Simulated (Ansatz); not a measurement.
# SrTe (rocksalt): equation of state and elastic constants

The task here is to estimate one member of a computed series from the others.

Computed with Ansatz 0.2.0 (DFT PBEsol, scalar-relativistic, plane waves, PAW, unless a step's input says otherwise).

### Starting point

Symmetry: Fm-3m, No. 225, cubic system. Conventional cell: a = 6.608 Å, b = 6.608 Å, c = 6.608 Å, α = 90.00°, β = 90.00°, γ = 90.00°. Sr (site symmetry m-3m) is surrounded by 6 Te at 3.30 Å. Around Te (site symmetry m-3m) lie 6 Sr at 3.30 Å.

Structure file:

```xyz
2
Lattice="0.0000 3.3039 3.3039 3.3039 0.0000 3.3039 3.3039 3.3039 0.0000" Properties=species:S:1:pos:R:3 pbc="T T T"
Sr    3.3039    3.3039    3.3039
Te    0.0000    0.0000    0.0000
```

An earlier run at PBEsol left this cell at 36.064 Å³/atom and -0.02 GPa (8×8×8 mesh).

Volume factors to run: 0.980, 1.020, 0.960, 1.040.

The first run:

Contents of input.yaml:

```yaml
crystal:
  lattice:
    - [0.0, 3.2816952471, 3.2816952471]
    - [3.2816952471, 0.0, 3.2816952471]
    - [3.2816952471, 3.2816952471, 0.0]
  atoms:
    - { symbol: Sr, position: [0.5, 0.5, 0.5] }
    - { symbol: Te, position: [0.0, 0.0, 0.0] }
basis:
  ecutwfc: 420
  ecutrho_ratio: 4
kpoints:
  mp_grid: { grid: [8, 8, 8] }
hamiltonian:
  xc: pbesol
scf:
  occupations: { method: gaussian, width: 0.05 }
output:
  forces: true
  stress: true
  eigenvalues: true
```

Among the steps run: Scaling the volume by 0.980; Scaling the volume by 1.020; Scaling the volume by 0.960; Scaling the volume by 1.040.

One table of the session follows, with a row left open; its other results are not shown here.

It belongs to the step «Energy and pressure against volume». 

| volume (Å³/atom) | energy (meV/atom) | pressure (GPa) | gap (eV) |
| --- | --- | --- | --- |
| 34.621 | 6.75 | 1.57 | 1.45 |
| 35.342 | 1.59 | 0.74 | 1.51 |
| 36.064 | 0.00 | -0.02 | 1.57 |
| 36.785 | ? | ? | ? |
| 37.506 | 6.13 | -1.30 | 1.67 |

**Question.** Estimate the row for volume (Å³/atom) = 36.785.

Worked estimate for «energy (meV/atom)». A straight line through the neighbours (36.064, 0.00) and (37.506, 6.13) gives 0.00 + (6.13 − 0.00) × (36.785 − 36.064) / (37.506 − 36.064) = 3.06; a parabola fitted to 3 rows on both sides gives 1.51.

As computed: energy (meV/atom): 1.62; pressure (GPa): -0.69; gap (eV): 1.62. In «energy (meV/atom)» the line misses by +1.44 and the parabola by -0.11.
